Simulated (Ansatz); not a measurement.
# In2Se2 monolayer in a perpendicular field

What dipole does a perpendicular field induce in the In2Se2 monolayer, and does the gap follow? A positive field points along +c.

Method: plane-wave DFT, PBE-D3(BJ), Ansatz PAW, in Ansatz 0.2.0.

## Step 1: Set-up

The cell holds 4 atoms: 2 Se and 2 In. Cell: a = 4.134 Å, b = 4.134 Å, c = 41.243 Å, α = 90.0°, β = 90.0°, γ = 120.0°. Vacuum lies along c.

## Step 2: Relaxation

The starting cell is a guess, so the in-plane lattice and the atoms are relaxed first, with the slab cut off from its images along the normal.

input.yaml reads:

```yaml
crystal:
  lattice:
    - [4.134, 0.0, 0.0]
    - [-2.067, 3.5801490192, 0.0]
    - [0.0, 0.0, 41.2429094638]
  atoms:
    - { symbol: Se, position: [0.3333333333, 0.6666666667, 0.4376509862] }
    - { symbol: In, position: [0.0, 0.0, 0.4655698393] }
    - { symbol: In, position: [0.0, 0.0, 0.5344301607] }
    - { symbol: Se, position: [0.3333333333, 0.6666666667, 0.5623490138] }
  periodic: [true, true, false]
kpoints:
  mp_grid: { grid: [12, 12, 1] }
hamiltonian:
  xc: pbe
  dispersion: d3bj
scf:
  occupations: { method: fermi_dirac, width: 0.05 }
  convergence: { dr2_threshold: 1.0e-09 }
relax:
  f_tol: 0.004
  max_steps: 90
  cell: {}
output:
  write_potential: true
  write_density: true
  volumetric_format: npy
```

On the command line:

```
> ansatz run input.yaml --threads 2 --pin off --max-ram 3072MiB --backend cpu --events-out ev --progress --plain --runs-dir out
```

Numbers of over 12 decimals in the logs are rounded to 6 here.

What it wrote:

```text
Warning: relax.cell: scf.convergence.dr2_threshold = 1e-9 eV is looser than the 1.74438096847e-10 eV advised for a relaxation that steers and ends on the stress (1e-10 eV for each atom of the cell: 4, times the square of relax.cell.stress_2d_tol = 0.05 N/m over 15.1 Å (the atoms' height at the walk's start and 5 Å past either face), 3.302e-2 GPa, over a crystal's default 0.05). What an SCF threshold leaves in a stress goes as its square root, and in the free energy as the threshold itself, and one threshold admits the most on a small cell: [figures from the program's tests cut] Set scf.convergence.dr2_threshold to 1.74438096847e-10 eV or tighter. [rest of the remark cut]
Engine: ansatz 0.2.0, aarch64-unknown-linux-gnu
Pseudopotentials: kind: paw
Pseudopotential: Se, paw, valence charge 16, recommended cutoff 420 eV (normal), Se.paw.azcp
Pseudopotential: In, paw, valence charge 13, recommended cutoff 420 eV (normal), In.paw.azcp
Functional definition: PBE
  parameter kappa = 0.804
  parameter beta = 0.066725
  exchange = pbe_x(kappa = kappa, mu = beta*pi^2/3)
  correlation = pbe_c(beta = beta)
Crystal: 4 atoms, lattice volume = 610.409 Å³
Basis set: ecut = 420 eV, 11765 PW (Γ), exchange–correlation on 60×60×576 points (8 copies of the dense FFT grid, shifted against one another)
Bands: 35, of which v1, the nominal top of the filled ones, is band 29 counted from 1 (28 counted from 0)
Symmetry: 12 space group operations
Space group: P-6m2 (ITA 187), of the structure as read, at distance tolerance 8.5e-5 Å
k-points: 19 of 144 (time reversal used)
Non-local potential: Se, projectors of the file, l = 0: 2, l = 1: 2, l = 2: 3, l = 3: 1
Non-local potential: In, projectors of the file, l = 0: 2, l = 1: 2, l = 2: 2, l = 3: 2
PAW form: soft (Blöchl's): semilocal exchange-correlation on the pseudo side does not see the compensation charge
PAW one-centre angular grid: Se, 590 points (default); XC on 64 Gauss nodes
PAW one-centre angular grid: In, 590 points (default); XC on 64 Gauss nodes
Initial density: superposition of atomic densities (neutral atoms: chi_scale 0, normalization atom), corrected by the library's trained network
Initial wavefunctions: pseudopotential atomic-orbital guess
Functional: x = pbe(κ = 0.804, μ = 0.219515), c = pbe(β = 0.066725)
SCF iter   1: F=—  HF=-22136.729646 eV  |F-HF|=—  |Δ(HF+E_count)|=         —  Δρ=9.87e-4  dr2=1.17e-2  ethr=1.77e-3  ⟨swp⟩=12.7  Hψ=3900  notcnv=0
preconditioner: auto → Resta (q_TF=auto, 1.843 Å⁻¹)  ε∞=1.4  [insulator: Δε(μ)=0.933 eV  Ē_g=13.822 eV  σ=0.050 eV  W_gap=1.00  n_scr=66 (ndim 8)  ℏωp=9.3 eV  f_vac=0.786  D(μ)=0.00/eV (n_scr^D=0)  ε∞_Penn≈1.4  vacuum switching on, ρ_ref=1.4e-2 e/Å³]
SCF iter   2: F=—  HF=-22136.729578 eV  |F-HF|=—  |Δ(HF+E_count)|=   6.88e-5  Δρ=4.04e-4  dr2=4.48e-3  ethr=2.01e-5  ⟨swp⟩=3.2  Hψ=1494  notcnv=0  defer=19
SCF iter   3: F=—  HF=-22136.729002 eV  |F-HF|=—  |Δ(HF+E_count)|=   5.75e-4  Δρ=2.26e-4  dr2=4.52e-4  ethr=7.72e-6  ⟨swp⟩=3.6  Hψ=1169  notcnv=0  defer=19
SCF iter   4: F=—  HF=-22136.729239 eV  |F-HF|=—  |Δ(HF+E_count)|=   2.37e-4  Δρ=7.80e-5  dr2=4.20e-5  ethr=7.80e-7  ⟨swp⟩=2.9  Hψ=1075  notcnv=0  defer=19
SCF iter   5: F=—  HF=-22136.729287 eV  |F-HF|=—  |Δ(HF+E_count)|=   4.75e-5  Δρ=1.94e-5  dr2=2.38e-6  ethr=7.24e-8  ⟨swp⟩=3.1  Hψ=1175  notcnv=0  defer=19
SCF iter   6: F=—  HF=-22136.729365 eV  |F-HF|=—  |Δ(HF+E_count)|=   7.85e-5  Δρ=4.49e-6  dr2=1.27e-7  ethr=4.11e-9  ⟨swp⟩=3.5  Hψ=1478  notcnv=0  defer=19
SCF iter   7: F=—  HF=-22136.729366 eV  |F-HF|=—  |Δ(HF+E_count)|=   7.74e-8  Δρ=1.15e-6  dr2=7.64e-9  ethr=2.19e-10  ⟨swp⟩=2.8  Hψ=1329  notcnv=0  defer=19
SCF iter   8: F=-22136.729366 eV  HF=-22136.729366 eV  |F-HF|=7.07e-9  |Δ(HF+E_count)|=   3.01e-8  Δρ=3.35e-7  dr2=4.84e-10  ethr=1.72e-12  ⟨swp⟩=11.6  Hψ=4917  notcnv=0
SCF 1 converged in 8 iterations: F = -22136.729366 eV  dr2 = 4.84e-10
  greatest PAW one-centre occupation: 1.000 electrons in one spin orbital (limit 2), on the Se atom at site 3 (counted from 0), in its partial waves of l = 2
relax step   1: F+E_penalty+E_count = -22136.72936561 eV  Δ(F+E_penalty+E_count) = +0.000e0 eV  max|allowed force component| = 6.332e-1 eV/Å  Δτ_max = 0.0000 Å  P = -0.247 N/m  Ω = 610.409 Å³  fix = [c, alpha, beta]  reactions: c +0.000 N/m  (8 SCF iters, accepted)
Crystal: 4 atoms, lattice volume = 587.898 Å³
Basis set: ecut = 420 eV, 11489 PW (Γ), exchange–correlation on 60×60×576 points (8 copies of the dense FFT grid, shifted against one another)
Initial density: handed on by an earlier stage of this run
Initial wavefunctions: those handed on with the density
iter 1 solved again at ethr=2.43e-4 eV; its pass at ethr=3.10e-3 eV (dr2=1.41e-1 eV) is discarded
SCF iter   1: F=—  HF=-22136.698618 eV  |F-HF|=—  |Δ(HF+E_count)|=         —  Δρ=3.29e-3  dr2=1.41e-1  ethr=2.43e-4  ⟨swp⟩=2.3  Hψ=4378  notcnv=0
preconditioner: auto → Resta (q_TF=auto, 1.855 Å⁻¹)  ε∞=1.5  [insulator: Δε(μ)=1.785 eV  Ē_g=13.622 eV  σ=0.050 eV  W_gap=1.00  n_scr=66 (ndim 8)  ℏωp=9.4 eV  f_vac=0.777  D(μ)=0.00/eV (n_scr^D=0)  ε∞_Penn≈1.5  vacuum switching on, ρ_ref=1.3e-2 e/Å³]
SCF iter   2: F=—  HF=-22136.676763 eV  |F-HF|=—  |Δ(HF+E_count)|=   2.19e-2  Δρ=2.14e-3  dr2=8.24e-2  ethr=2.43e-4  ⟨swp⟩=3.9  Hψ=1135  notcnv=0
SCF iter   3: F=—  HF=-22136.663924 eV  |F-HF|=—  |Δ(HF+E_count)|=   1.28e-2  Δρ=1.09e-3  dr2=1.27e-2  ethr=1.42e-4  ⟨swp⟩=3.4  Hψ=1179  notcnv=0  defer=20
SCF iter   4: F=—  HF=-22136.661908 eV  |F-HF|=—  |Δ(HF+E_count)|=   2.02e-3  Δρ=3.41e-4  dr2=1.20e-3  ethr=2.19e-5  ⟨swp⟩=2.6  Hψ=1102  notcnv=0  defer=20
SCF iter   5: F=—  HF=-22136.661851 eV  |F-HF|=—  |Δ(HF+E_count)|=   5.69e-5  Δρ=1.05e-4  dr2=4.68e-5  ethr=2.06e-6  ⟨swp⟩=3.3  Hψ=1092  notcnv=0  defer=20
SCF iter   6: F=—  HF=-22136.661841 eV  |F-HF|=—  |Δ(HF+E_count)|=   9.86e-6  Δρ=1.75e-5  dr2=2.00e-6  ethr=8.07e-8  ⟨swp⟩=2.7  Hψ=1259  notcnv=0  defer=20
SCF iter   7: F=—  HF=-22136.661916 eV  |F-HF|=—  |Δ(HF+E_count)|=   7.49e-5  Δρ=3.91e-6  dr2=8.37e-8  ethr=3.45e-9  ⟨swp⟩=3.1  Hψ=1327  notcnv=0  defer=20
SCF iter   8: F=—  HF=-22136.661916 eV  |F-HF|=—  |Δ(HF+E_count)|=   7.17e-8  Δρ=1.03e-6  dr2=4.74e-9  ethr=1.44e-10  ⟨swp⟩=3.5  Hψ=1425  notcnv=0  defer=20
SCF iter   9: F=-22136.661916 eV  HF=-22136.661916 eV  |F-HF|=1.71e-10  |Δ(HF+E_count)|=   9.79e-9  Δρ=2.47e-7  dr2=3.67e-10  ethr=1.72e-12  ⟨swp⟩=10.6  Hψ=4584  notcnv=0
SCF 2 converged in 9 iterations: F = -22136.661916 eV  dr2 = 3.67e-10
  greatest PAW one-centre occupation: 1.000 electrons in one spin orbital (limit 2), on the Se atom at site 0 (counted from 0), in its partial waves of l = 2
[...]
SCF iter   2: F=—  HF=-22136.801800 eV  |F-HF|=—  |Δ(HF+E_count)|=   1.03e-2  Δρ=1.28e-3  dr2=2.15e-2  ethr=8.67e-5  ⟨swp⟩=3.3  Hψ=1167  notcnv=0
SCF iter   3: F=—  HF=-22136.798196 eV  |F-HF|=—  |Δ(HF+E_count)|=   3.60e-3  Δρ=5.88e-4  dr2=4.47e-3  ethr=3.70e-5  ⟨swp⟩=3.1  Hψ=1151  notcnv=0
SCF iter   4: F=—  HF=-22136.797500 eV  |F-HF|=—  |Δ(HF+E_count)|=   6.96e-4  Δρ=2.59e-4  dr2=8.84e-4  ethr=7.70e-6  ⟨swp⟩=1.8  Hψ=914  notcnv=0
SCF iter   5: F=—  HF=-22136.797376 eV  |F-HF|=—  |Δ(HF+E_count)|=   1.24e-4  Δρ=6.85e-5  dr2=2.69e-5  ethr=1.52e-6  ⟨swp⟩=2.6  Hψ=915  notcnv=0
SCF iter   6: F=—  HF=-22136.797392 eV  |F-HF|=—  |Δ(HF+E_count)|=   1.56e-5  Δρ=1.25e-5  dr2=7.24e-7  ethr=4.64e-8  ⟨swp⟩=2.9  Hψ=1182  notcnv=0
SCF iter   7: F=—  HF=-22136.797463 eV  |F-HF|=—  |Δ(HF+E_count)|=   7.16e-5  Δρ=3.26e-6  dr2=1.09e-7  ethr=1.25e-9  ⟨swp⟩=3.0  Hψ=1469  notcnv=0  defer=2
SCF iter   8: F=—  HF=-22136.797463 eV  |F-HF|=—  |Δ(HF+E_count)|=   2.39e-8  Δρ=7.55e-7  dr2=4.94e-9  ethr=1.88e-10  ⟨swp⟩=3.4  Hψ=1470  notcnv=0  defer=2
SCF iter   9: F=-22136.797463 eV  HF=-22136.797463 eV  |F-HF|=3.35e-10  |Δ(HF+E_count)|=   3.75e-9  Δρ=1.86e-7  dr2=3.62e-10  ethr=1.72e-12  ⟨swp⟩=11.3  Hψ=4758  notcnv=0
SCF 3 converged in 9 iterations: F = -22136.797463 eV  dr2 = 3.62e-10
relax step   3: F+E_penalty+E_count = -22136.79746328 eV  Δ(F+E_penalty+E_count) = -6.810e-2 eV  max|allowed force component| = 7.437e-2 eV/Å  Δτ_max = 0.0850 Å  P = -0.908 N/m  Ω = 597.977 Å³  energy of the carried Pulay correction = +4.510e-4 eV  fix = [c, alpha, beta]  reactions: c +0.000 N/m  (9 SCF iters, accepted)
[...]
relax step   4: F+E_penalty+E_count = -22136.81005482 eV  Δ(F+E_penalty+E_count) = -1.259e-2 eV  max|allowed force component| = 8.339e-2 eV/Å  Δτ_max = 0.0357 Å  P = -0.585 N/m  Ω = 586.006 Å³  energy of the carried Pulay correction = +9.002e-4 eV  fix = [c, alpha, beta]  reactions: c +0.000 N/m  (8 SCF iters, accepted)
[...]
relax step   5: F+E_penalty+E_count = -22136.81333052 eV  Δ(F+E_penalty+E_count) = -3.276e-3 eV  max|allowed force component| = 9.874e-3 eV/Å  Δτ_max = 0.0008 Å  P = -0.026 N/m  Ω = 579.311 Å³  energy of the carried Pulay correction = +1.158e-3 eV  fix = [c, alpha, beta]  reactions: c +0.000 N/m  (7 SCF iters, accepted)
[...]
relax step   6: F+E_penalty+E_count = -22136.81334465 eV  Δ(F+E_penalty+E_count) = -1.413e-5 eV  max|allowed force component| = 3.693e-4 eV/Å  Δτ_max = 0.0004 Å  P = -0.001 N/m  Ω = 579.169 Å³  energy of the carried Pulay correction = +1.164e-3 eV  fix = [c, alpha, beta]  reactions: c +0.000 N/m  (5 SCF iters, accepted)
Basis set: ecut = 420 eV, 11369 PW (Γ), exchange–correlation on 54×54×576 points (8 copies of the dense FFT grid, shifted against one another)
Initial wavefunctions: pseudopotential atomic-orbital guess (no wavefunctions were taken with the density)
iter 1 solved again at ethr=1.87e-7 eV; its pass at ethr=3.10e-3 eV (dr2=1.08e-4 eV) is discarded
SCF iter   1: F=—  HF=-22136.812138 eV  |F-HF|=—  |Δ(HF+E_count)|=         —  Δρ=3.40e-5  dr2=1.20e-6  ethr=1.87e-7  ⟨swp⟩=5.1  Hψ=6418  notcnv=0
preconditioner: auto → Resta (q_TF=auto, 1.859 Å⁻¹)  ε∞=1.5  [insulator: Δε(μ)=1.628 eV  Ē_g=13.820 eV  σ=0.050 eV  W_gap=1.00  n_scr=66 (ndim 8)  ℏωp=9.5 eV  f_vac=0.780  D(μ)=0.00/eV (n_scr^D=0)  ε∞_Penn≈1.5  vacuum switching on, ρ_ref=1.4e-2 e/Å³]
SCF iter   2: F=—  HF=-22136.812223 eV  |F-HF|=—  |Δ(HF+E_count)|=   8.47e-5  Δρ=1.57e-5  dr2=2.57e-7  ethr=2.07e-9  ⟨swp⟩=3.0  Hψ=1510  notcnv=0
SCF iter   3: F=—  HF=-22136.812223 eV  |F-HF|=—  |Δ(HF+E_count)|=   3.04e-7  Δρ=3.71e-6  dr2=2.00e-8  ethr=4.43e-10  ⟨swp⟩=2.8  Hψ=1118  notcnv=0
SCF iter   4: F=—  HF=-22136.812223 eV  |F-HF|=—  |Δ(HF+E_count)|=   2.54e-8  Δρ=8.82e-7  dr2=2.77e-8  ethr=3.44e-11  ⟨swp⟩=3.8  Hψ=1657  notcnv=0
SCF iter   5: F=-22136.812223 eV  HF=-22136.812223 eV  |F-HF|=2.18e-10  |Δ(HF+E_count)|=   4.75e-9  Δρ=2.86e-7  dr2=3.13e-10  ethr=1.72e-12  ⟨swp⟩=14.6  Hψ=5482  notcnv=0
SCF 7 converged in 5 iterations: F = -22136.812223 eV  dr2 = 3.13e-10
relax step   7: F+E_penalty+E_count = -22136.81222283 eV  Δ(F+E_penalty+E_count) = +1.122e-3 eV  max|allowed force component| = 5.870e-4 eV/Å  Δτ_max = 0.0000 Å  P = -0.003 N/m  Ω = 579.169 Å³  fix = [c, alpha, beta]  reactions: c +0.000 N/m  stress off target by 3.14e-3 N/m on what of the cell is left free  SCF on the basis re-selected at this cell (its energy is not comparable with the rows above)  (5 SCF iters)
basis re-selected at this cell: Δ(F+E_penalty+E_count) = +1.122e-3 eV, ΔP = -0.002 N/m vs the last step (what re-selecting the basis moved, of the pressure what is left beyond the Pulay correction that the steps carried, after the strain that the cell walked since its last selection, with what the two solves' SCF thresholds leave and, on support functions, any second-order correction that the steps lacked; it is no measure of the basis error at this ecutwfc). The dense FFT grid was sized anew with the basis: this SCF ran on 27×27×288 points, the steps before it on 30×30×288, so part of this shift can come from that change (see relax.cell in the input reference). [rest of the remark cut]
SCF converged after 5 iterations
Free energy (F): -22136.812223 eV
Harris-Foulkes:  -22136.812223 eV  (|F-HF|=2.18e-10)
Internal energy: -22136.812223 eV  (E = F + TS)
E sigma→0 (E₀):  -22136.812223 eV
Entropy (-TS):   -0.000000 eV (-0.000 meV/atom)
Fermi energy:    -5.097821 eV
--- Per-component energies (eV) ---
  E_band       = -1634.630408
  E_kinetic    = 721.803381
  E_local      = -175180.667754  (includes V_loc(G=0)·N_el)
  E_nonlocal   = -457.048699
  E_hartree    = 86922.232885
  E_xc         = -638.186202
  E_vxc        = -393.746822  (∫ρ·V_xc dr)
  E_paw        = -12132.833161  (= ΣΔE_a)
  E_vpaw       = -169.436226  (= ΣTr[D̂ρ^β])
  E_aug_tail   = -0.001151  (compensation charges beyond the density's cutoff)
  E_ewald      = 78628.774277
  E_disp       = -0.885800  (pairwise vdW)
  E_smearing   = -0.000000  (= −TS)
  E_closure    = 0.000000  (closes the sum)
  Σ components = -22136.812223   (vs F -22136.812223, Δ=0.00e0)
--- Forces (eV/Å), atoms counted from 1 ---
  atom   1  Se     0.00000000    -0.00000000    -0.00058703
  atom   2  In    -0.00000000     0.00000000     0.00014884
  atom   3  In    -0.00000000     0.00000000    -0.00014884
  atom   4  Se     0.00000000    -0.00000000     0.00058703
  max |Σ_I F_I| component: 1.85e-17 eV/Å
--- 2D stress c σ (N/m, compression-positive) ---
       -0.003139       0.000000       0.000000
        0.000000      -0.003139       0.000000
        0.000000       0.000000       0.000000
  P = ½ c Tr σ = -0.0031 N/m
--- Band table (eV; the first three rows and the last of 19) ---
  k-point 0: bands = [... 25 lower, -6.4396, -6.3662, -6.3662, -6.0636, -4.3636, -3.1461, -0.9116, -0.9116, ... 2 higher]
  k-point 1: bands = [... 25 lower, -6.7631, -6.5257, -6.4422, -6.0153, -3.9959, -2.7634, -1.3253, -0.8432, ... 2 higher]
  k-point 2: bands = [... 25 lower, -7.3863, -6.7448, -6.6372, -5.9950, -3.4501, -2.4811, -1.5770, -0.7107, ... 2 higher]
  k-point 18: bands = [... 25 lower, -8.7210, -7.7086, -7.2513, -7.0611, -3.4189, -2.8830, -1.9463, -0.9396, ... 2 higher]
  the weakly bound empty levels are not read free of the cell's end (no_gap_told)
--- Relaxed structure (6 steps of the walk, 5 accepted, 1 SCFs on fresh bases) ---
  F+E_penalty+E_count = -22136.81222283 eV   max|allowed force component| = 5.870e-4 eV/Å   (the final SCF, on the basis selected at the relaxed cell)
  cell:  # Å, volume = 579.1687 Å³
    - [4.026823, 0, 0.0]
    - [-2.013412, 3.487331, 0.0]
    - [0.0, 0.0, 41.2429094638]
  atoms:
    - { symbol: Se, position: [0.333333, 0.666667, 0.434716] }
    - { symbol: In, position: [0, -3.7007434155248937e-17, 0.466121] }
    - { symbol: In, position: [0, -3.7007434155248937e-17, 0.533879] }
    - { symbol: Se, position: [0.333333, 0.666667, 0.565284] }
```

It took 2.4 min on 2 threads of Arm Neoverse V1, shared host; peak memory 0.88 GiB; 4.7 min of CPU time.

Step by step:

| step | energy less that of the first step (eV) | largest force component (eV/Å) | volume (Å³) |
| --- | --- | --- | --- |
| 1 | 0.0000 | 0.6332 | 610.41 |
| 2 | 0.0674 | 1.5239 | 587.90 |
| 3 | -0.0681 | 0.0744 | 597.98 |
| 4 | -0.0807 | 0.0834 | 586.01 |
| 5 | -0.0840 | 0.0099 | 579.31 |
| 6 | -0.0840 | 0.0004 | 579.17 |
| 7* | -0.0829 | 0.0006 | 579.17 |

Relaxation steps marked * repeat the geometry before them on a plane-wave basis chosen anew for their cell, so energy and pressure can jump there. Relaxation step 2 was tried and not accepted.

Forces are held to the 12 operations that the run works with; a distortion that breaks them can't arise in this run.

| cell as run | before | after | change |
| --- | --- | --- | --- |
| a (Å) | 4.134 | 4.027 | -2.6 % |
| b (Å) | 4.134 | 4.027 | -2.6 % |

The atoms that moved most (Å, along periodic axes as changes of fractional coordinates times the final cell, across vacuum about the mean position):

| atom | dx | dy | dz | length |
| --- | --- | --- | --- | --- |
| Se1 | 0.000 | 0.000 | -0.121 | 0.121 |
| Se4 | 0.000 | 0.000 | 0.121 | 0.121 |
| In2 | 0.000 | 0.000 | 0.023 | 0.023 |
| In3 | 0.000 | 0.000 | -0.023 | 0.023 |

Final coordinates:

```xyz
4
Lattice="4.0268 0.0000 0.0000 -2.0134 3.4873 0.0000 0.0000 0.0000 41.2429" Properties=species:S:1:pos:R:3
Se    0.0000    2.3249   17.9289
In    0.0000    0.0000   19.2242
In    0.0000    0.0000   22.0187
Se    0.0000    2.3249   23.3140
```

The lattice constant a goes from 4.134 to 4.027 Å.

[end of part 1 of 2]

[Logs are printed without paths, hosts, clocks, repeated set-up lines and the standing remarks that a program may print on its own settings, such as how far it seeks lower states.]

[Hosts, paths, dates, database ids (printed as entryN), source tags and the programs' standing remarks are cut or masked in the printed files.]

[Maps of the electrostatic potential energy from Ansatz leave out the sawtooth potential of an applied field or a dipole correction, so their vacuum need not be flat; planar profiles and work functions include it.]
